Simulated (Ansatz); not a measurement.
# Cu2O (Pn-3m): equation of state

An exercise on one series of results from a longer session: the logs are not shown, and one member is left open.

The COD entry's cell or inner coordinates are ideal or old and differ from later refinements, so a difference from it is no clean test against experiment.

Computed with Ansatz 0.2.0 (DFT PBE, scalar-relativistic, plane waves, PAW, unless a step's input says otherwise).

### Starting point

The structure is cubic, space group Pn-3m (No. 224). The conventional cell has a = 4.298 Å, b = 4.298 Å, c = 4.298 Å, α = 90.00°, β = 90.00°, γ = 90.00°. Cu (site symmetry -3m) is surrounded by 2 O at 1.86 Å. O (site symmetry -43m) has 4 Cu at 1.86 Å as nearest neighbours.

As a file:

```
Cu O
1.0
     4.29828    0.00000    0.00000
     0.00000    4.29828    0.00000
     0.00000    0.00000    4.29828
Cu O
4 2
Direct
  0.25000 0.25000 0.25000
  0.25000 0.75000 0.75000
  0.75000 0.75000 0.25000
  0.75000 0.25000 0.75000
  0.00000 0.00000 0.00000
  0.50000 0.50000 0.50000
```

An earlier run at PBE left this cell at 13.235 Å³/atom and 0.00 GPa (8×8×8 mesh).

Volume factors to run: 0.980, 1.020, 0.960, 1.040.

The first run:

input.yaml

```yaml
crystal:
  lattice:
    - [4.2694317627, 0.0, 0.0]
    - [0.0, 4.2694317627, 0.0]
    - [0.0, 0.0, 4.2694317627]
  atoms:
    - { symbol: Cu, position: [0.25, 0.25, 0.25] }
    - { symbol: Cu, position: [0.25, 0.75, 0.75] }
    - { symbol: Cu, position: [0.75, 0.75, 0.25] }
    - { symbol: Cu, position: [0.75, 0.25, 0.75] }
    - { symbol: O, position: [0.0, 0.0, 0.0] }
    - { symbol: O, position: [0.5, 0.5, 0.5] }
basis:
  ecutwfc: 420
  ecutrho_ratio: 4
kpoints:
  mp_grid: { grid: [8, 8, 8] }
hamiltonian:
  xc: pbe
scf:
  occupations: { method: gaussian, width: 0.05 }
output:
  forces: true
  stress: true
  eigenvalues: true
```

Command:

```bash
$ ansatz run input.yaml --threads 4 --pin off --max-ram 10240MiB --backend cpu --events-out ev --progress --plain --runs-dir out
```

Steps of the session up to this table: Scaling the volume by 0.980; Volume × 1.020; At 0.960 of the relaxed volume; Scaling the volume by 1.040.

One table of the session follows, with a row left open; its other results are not shown here.

It belongs to the step «The fit». 

| volume (Å³/atom) | energy (meV/atom) | pressure (GPa) | gap (eV) |
| --- | --- | --- | --- |
| 12.706 | 7.99 | 5.02 | 0.57 |
| 12.971 | 1.93 | 2.37 | 0.52 |
| 13.235 | 0.00 | 0.00 | 0.48 |
| 13.500 | ? | ? | ? |
| 13.765 | 6.85 | -3.99 | 0.40 |

**Question.** Estimate the row for volume (Å³/atom) = 13.500.

Worked estimate for «energy (meV/atom)». A straight line through the neighbours (13.235, 0.00) and (13.765, 6.85) gives 0.00 + (6.85 − 0.00) × (13.500 − 13.235) / (13.765 − 13.235) = 3.42; a parabola fitted to 3 rows on both sides gives 1.64.

**Answer.** energy (meV/atom): 1.78; pressure (GPa): -2.11; gap (eV): 0.43. In «energy (meV/atom)» the line misses by +1.64 and the parabola by -0.14.
